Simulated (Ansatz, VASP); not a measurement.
**Cu: VASP beside Ansatz**

```
Cu
1.0
     0.00000    1.73607    1.73607
     1.73607    0.00000    1.73607
     1.73607    1.73607    0.00000
Cu
1
Direct
  0.00000 0.00000 0.00000
```

Alike in both runs: task single point; functional LDA; k mesh 12 × 12 × 12; occupations fermi-dirac, width 0.06 eV; no spin polarisation.

```csv
,VASP,Ansatz
version,VASP 6.6.1,Ansatz 0.2 development build
potentials or method,"VASP PAW LDA potentials, release 64 (Cu), cutoff 520 eV","all-electron full-potential LAPW, scalar-relativistic"
```

|  | VASP | Ansatz | Ansatz less VASP |
| --- | --- | --- | --- |
| pressure (GPa) | 9.1 | 8.2 | -0.89 |

Ansatz ran all-electron here, so the differences hold the error of VASP's frozen core and of both bases.
